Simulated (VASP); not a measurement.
# RuS2 (P4/mmm) in VASP: equation of state, part 2 of 2

VASP 6.6.1. Earlier steps stand in the parts before.

## (5) Equation of state, PBE, 16.68 Å³/atom (volume scaled by 1.02)

Contents of INCAR:

```
PREC = Accurate
ENCUT = 520
EDIFF = 1E-7
ISMEAR = -1
SIGMA = 0.05
LREAL = False
LASPH = True
NELM = 80
ALGO = Normal
ISIF = 2
LWAVE = False
LCHARG = False
GGA = PE
NBANDS = 20
```

Contents of KPOINTS:

```
Automatic mesh
0
Gamma
  7 7 9
```

Contents of POSCAR:

```
RuS2
1.0
    4.0856097900      0.0000000000      0.0000000000
    0.0000000000      4.0856097900      0.0000000000
    0.0000000000      0.0000000000      2.9972291839
Ru S
1 2
Direct
    0.0000000000      0.0000000000      0.0000000000
    0.5000000000      0.0000000000      0.5000000000
    0.0000000000      0.5000000000      0.5000000000
```

Potentials or basis: VASP PAW PBE potentials, release 64 (Ru_pv, S).

The run is started by

```
$ cat potpaw_PBE.64/Ru_pv/POTCAR potpaw_PBE.64/S/POTCAR > POTCAR
$ mpirun -np 1 vasp_std > vasp.out
```

OUTCAR:

```text
PREC = Accurate
   ENCUT = 520
   EDIFF = 1E-7
   ISMEAR = -1
   LREAL = False
   LASPH = True
   NELM = 80
   ISIF = 2
   GGA = PE

 Found     50 irreducible k-points:

 Following reciprocal coordinates:
            Coordinates               Weight
  0.000000  0.000000  0.000000      1.000000
  0.142857  0.000000  0.000000      4.000000
  0.285714  0.000000  0.000000      4.000000
  0.428571  0.000000  0.000000      4.000000
  0.142857  0.142857  0.000000      4.000000
  0.285714  0.142857  0.000000      8.000000
   k-points           NKPTS =     50   k-points in BZ     NKDIM =     50   number of bands    NBANDS=     20
   number of dos      NEDOS =    301   number of ions     NIONS =      3
   total plane-waves  NPLWV =  21600
   dimension x,y,z NGX =    30 NGY =   30 NGZ =   24
   dimension x,y,z NGXF=    60 NGYF=   60 NGZF=   48
   ions per type =               1   2
   NGX,Y,Z   is equivalent  to a cutoff of  12.21, 12.21, 13.31 a.u.
   NGXF,Y,Z  is equivalent  to a cutoff of  24.41, 24.41, 26.62 a.u.
 SYSTEM =  unknown system
   PREC   = accura    normal or accurate (medium, high low for compatibility)
   ISTART =      0    job   : 0-new  1-cont  2-samecut
   ICHARG =      2    charge: 1-file 2-atom 10-const
   ISPIN  =      1    spin polarized calculation?
   LNONCOLLINEAR =      F non collinear calculations
   LSORBIT =      F    spin-orbit coupling
   LASPH  =      T    aspherical Exc in radial PAW
   ENCUT  =  520.0 eV  38.22 Ry    6.18 a.u.   7.60  7.60  5.57*2*pi/ulx,y,z
   NELM   =     80;   NELMIN=  2; NELMDL= -5     # of ELM steps
   EDIFF  = 0.1E-06   stopping-criterion for ELM
   LREAL  =      F    real-space projection
   EDIFFG = 0.1E-05   stopping-criterion for IOM
   NSW    =      0    number of steps for IOM
   IBRION =     -1    ionic relax: 0-MD 1-quasi-New 2-CG
   NFREE  =      0    steps in history (QN), initial steepest desc. (CG)
   ISIF   =      2    stress and relaxation
   ISYM   =      2    0-nonsym 1-usesym 2-fastsym
   POTIM  = 0.5000    time-step for ionic-motion
   TEBEG  =    0.0;   TEEND  =   0.0 temperature during run
   PSTRESS=    0.0 pullay stress
   NELECT =      26.0000    total number of electrons
   NUPDOWN=      -1.0000    fix difference up-down
   EMIN   =  10.00;   EMAX   =-10.00  energy-range for DOS
   EFERMI =   0.00;   METHOD = LEGACY
   ISMEAR =    -1;   SIGMA  =   0.05  broadening in eV -4-tet -1-fermi 0-gaus
   EFERMI_NEDOS =   21; number of points for ismear=-14 and -15
   IALGO  =     38    algorithm
   IMIX   =      4    mixing-type and parameters
     AMIX     =   0.40;   BMIX     =  1.00
     AMIX_MAG =   1.60;   BMIX_MAG =  1.00
  volume/ion in A,a.u.               =      16.68       112.54
  Fermi-wavevector in a.u.,A,eV,Ry     =   1.316198  2.487254 23.570438  1.732378
  Thomas-Fermi vector in A             =   2.446327
   LORBIT       =      0    0 simple, 1 ext, 2 COOP (PROOUT), +10 PAW based schemes
   GGA     = PE    functional components
   LHFCALC =     F    Hartree Fock is set to
   AEXX    =    0.0000 exact exchange contribution
   IVDW    =     0    specifies the selected vdW correction
   LEPSILON=     F    determine dielectric tensor
   LRPA    =     F    only Hartree local field effects (RPA)
 non-spin polarized calculation
  energy-cutoff  :      520.00
  volume of cell :       50.03
 maximum number of plane-waves:      1367
   NGX = 15   NGY = 15   NGZ = 11

 number of electron      25.9999996 magnetization

 Free energy of the ion-electron system (eV)
  ---------------------------------------------------
  ext. energy  EPLUGINS =         0.00000000
  ---------------------------------------------------
  free energy    TOTEN  =       -16.23930981 eV

  energy without entropy =      -16.21368846  energy(sigma->0) =      -16.22649914

 E-fermi :   7.6905     XC(G=0): -11.2420

 val. band max:        7.6870777852   @ k =   0.2857   0.2857   0.2222
 cond. band min:       7.7630267004   @ k =   0.4286   0.4286   0.1111
 fundamental gap:      0.0759489153
 Fermi energy:         7.6905281663

 k-point     1 :       0.0000    0.0000    0.0000
  band No.  band energies     occupation
      1     -34.9316      2.00000
      2     -34.9316      2.00000
      3     -34.9263      2.00000
      4      -7.7065      2.00000
      5      -4.7172      2.00000
      6       2.5659      2.00000
[... 12 lines left out ...]
     19      16.9261      0.00000
     20      17.0516      0.00000

 k-point     2 :       0.1429    0.0000    0.0000
  band No.  band energies     occupation
      1     -34.9330      2.00000
      2     -34.9315      2.00000
      3     -34.9262      2.00000
      4      -7.5692      2.00000
      5      -4.8494      2.00000
      6       2.2629      2.00000
[... 84 lines left out ...]
 k-point     6 :       0.2857    0.1429    0.0000
  band No.  band energies     occupation
      1     -34.9363      2.00000
      2     -34.9328      2.00000
      3     -34.9259      2.00000
      4      -7.0531      2.00000
      5      -5.2663      2.00000
      6       1.3343      2.00000
[... 12 lines left out ...]
     19      16.6959      0.00000
     20      17.4318      0.00000

 [... further k-points ...]
[... 5 lines left out ...]
  --------------------------------------------------------------------------------------
  -------------------------------------------------------------------------------------
  Total       -0.6226669     -0.6226669     -1.1250192      0.0000000     -0.0000000      0.0000000
  in kB      -19.9403432    -19.9403432    -36.0277203      0.0000000     -0.0000000      0.0000000
  external PRESSURE =     -25.3028022 kB  Pullay stress =       0.0000000 kB

 VOLUME and BASIS-vectors are now :
 -----------------------------------------------------------------------------
  energy-cutoff  :      520.00
  volume of cell :       50.03
      direct lattice vectors                 reciprocal lattice vectors
     4.085609790  0.000000000  0.000000000     0.244761505  0.000000000  0.000000000
     0.000000000  4.085609790  0.000000000     0.000000000  0.244761505  0.000000000
     0.000000000  0.000000000  2.997229184     0.000000000  0.000000000  0.333641486

 POSITION                                       TOTAL-FORCE (eV/Angst)
 -----------------------------------------------------------------------------------
      0.00000      0.00000      0.00000         0.000000      0.000000      0.000000
      2.04280      0.00000      1.49861         0.000000      0.000000      0.000000
      0.00000      2.04280      1.49861         0.000000      0.000000      0.000000
 -----------------------------------------------------------------------------------
    total drift:                                0.000000      0.000000      0.000000

  FREE ENERGIE OF THE ION-ELECTRON SYSTEM (eV)
  ---------------------------------------------------
  free  energy   TOTEN  =       -16.2393098101 eV

  energy  without entropy=      -16.2136884636  energy(sigma->0) =      -16.22649914
```

OSZICAR:

```text
N       E                     dE             d eps       ncg     rms          rms(c)
DAV:   1     0.198022837215E+03    0.19802E+03   -0.14000E+04  2032   0.122E+03
DAV:   2    -0.844413336311E+01   -0.20647E+03   -0.20105E+03  2364   0.322E+02
DAV:   3    -0.169753111739E+02   -0.85312E+01   -0.84199E+01  2400   0.627E+01
DAV:   4    -0.171067800231E+02   -0.13147E+00   -0.13128E+00  2452   0.807E+00
DAV:   5    -0.171101244773E+02   -0.33445E-02   -0.33440E-02  2572   0.116E+00    0.186E+01
DAV:   6    -0.183406410839E+02   -0.12305E+01   -0.33217E+01  2224   0.276E+01    0.159E+01
DAV:   7    -0.162374872890E+02    0.21032E+01   -0.11184E+01  2172   0.209E+01    0.715E+00
DAV:   8    -0.162431420590E+02   -0.56548E-02   -0.25997E-01  2248   0.298E+00    0.218E+00
DAV:   9    -0.162394696210E+02    0.36724E-02   -0.32450E-02  2284   0.968E-01    0.568E-01
DAV:  10    -0.162396843556E+02   -0.21473E-03   -0.73128E-03  2304   0.569E-01    0.175E-01
DAV:  11    -0.162392875291E+02    0.39683E-03   -0.22789E-03  2260   0.247E-01    0.392E-02
DAV:  12    -0.162393147565E+02   -0.27227E-04   -0.97290E-05  2316   0.582E-02    0.432E-02
DAV:  13    -0.162393084970E+02    0.62595E-05   -0.23645E-05  2484   0.192E-02    0.128E-02
DAV:  14    -0.162393096504E+02   -0.11535E-05   -0.21155E-06  2200   0.856E-03    0.248E-03
DAV:  15    -0.162393098160E+02   -0.16553E-06   -0.84785E-08  1596   0.231E-03    0.112E-03
DAV:  16    -0.162393098101E+02    0.58894E-08   -0.56424E-08  1428   0.123E-03
   1 F= -.16239310E+02 E0= -.16226499E+02  d E =-.256213E-01
```

Wall time 35 s (1 thread of Intel Xeon Platinum 8488C (Sapphire Rapids), shared host); peak memory 0.18 GiB.

Results:

```
Free energy            : -16.2393 eV
Pressure               : -2.5 GPa
Band gap on the k mesh : none (metal or under the smearing width)
```

## (6) Equation of state, PBE, 17.00 Å³/atom (volume scaled by 1.04)

Contents of INCAR:

```
SYSTEM = RuS2
ALGO = Normal ; EDIFF = 1E-7
ENCUT = 520 ; GGA = PE
ISIF = 2 ; ISMEAR = -1
LASPH = .True. ; LCHARG = .False.
LREAL = .False. ; LWAVE = .False.
NBANDS = 20 ; NELM = 80
PREC = Accurate ; SIGMA = 0.05
```

Contents of KPOINTS:

```
k-points
0
Gamma
  7 7 9
  0 0 0
```

Contents of POSCAR:

```
RuS2
1.0
    4.1121404671      0.0000000000      0.0000000000
    0.0000000000      4.1121404671      0.0000000000
    0.0000000000      0.0000000000      3.0166922565
Ru S
1 2
Direct
    0.0000000000      0.0000000000      0.0000000000
    0.5000000000      0.0000000000      0.5000000000
    0.0000000000      0.5000000000      0.5000000000
```

Potentials or basis: VASP PAW PBE potentials, release 64 (Ru_pv, S).

The run is started by

```
$ cat potpaw_PBE.64/Ru_pv/POTCAR potpaw_PBE.64/S/POTCAR > POTCAR
$ mpirun -np 1 vasp_std > vasp.out
```

Run time: 29 s. Hardware: 1 thread of Intel Xeon Platinum 8488C (Sapphire Rapids), shared host; peak memory 0.19 GiB.

The run converged. Its results:

```
Free energy            : -16.2173 eV
Pressure               : -4.8 GPa
Band gap on the k mesh : none (metal or under the smearing width)
```

## (7) Equation of state, PBE, 17.33 Å³/atom (volume scaled by 1.06)

Contents of INCAR:

```
SYSTEM = RuS2
  PREC = Accurate
  ENCUT = 520
  EDIFF = 1E-7
  ISMEAR = -1
  SIGMA = 0.05
  LREAL = .FALSE.
  LASPH = .TRUE.
  NELM = 60
  ALGO = Normal
  ISIF = 2
  LWAVE = .FALSE.
  LCHARG = .FALSE.
  GGA = PE
  NBANDS = 20
```

Contents of KPOINTS:

```
regular mesh
0
G
  7 7 9
  0 0 0
```

Contents of POSCAR:

```
RuS2
1.0
    4.1383331507      0.0000000000      0.0000000000
    0.0000000000      4.1383331507      0.0000000000
    0.0000000000      0.0000000000      3.0359073749
Ru S
1 2
Direct
    0.0000000000      0.0000000000      0.0000000000
    0.5000000000      0.0000000000      0.5000000000
    0.0000000000      0.5000000000      0.5000000000
```

The run is started by

```
$ cat potpaw_PBE.64/Ru_pv/POTCAR potpaw_PBE.64/S/POTCAR > POTCAR
$ mpirun -np 1 vasp_std > vasp.out
```

Run time: 42 s. Hardware: 1 thread of Intel Xeon Platinum 8488C (Sapphire Rapids), shared host; peak memory 0.19 GiB.

It converged, with:

| Item | Value |
| --- | --- |
| Free energy | -16.1824 eV |
| Pressure | -6.8 GPa |
| Band gap on the k mesh | none (metal or under the smearing width) |

## (8) Equation of state, PBE

Potentials or basis: VASP PAW PBE potentials, release 64 (Ru_pv, S).

No new run: the results of the series are fitted here.

Results:

- Equilibrium volume: 16.36 Å³/atom
- Bulk modulus at fixed shape and positions: 132 GPa
- Pressure derivative of the bulk modulus: 4.6

Energy against volume, from the lowest point:
```csv
volume (Å³/atom),energy (meV/atom)
15.369,27.53
15.696,11.84
16.023,2.91
16.350,0.00
16.677,2.50
17.004,9.83
17.331,21.48
```

Caveat: the cell was scaled at fixed shape and fractional positions, which overstates the stiffness of a crystal with free parameters, most of all of layers and chains.
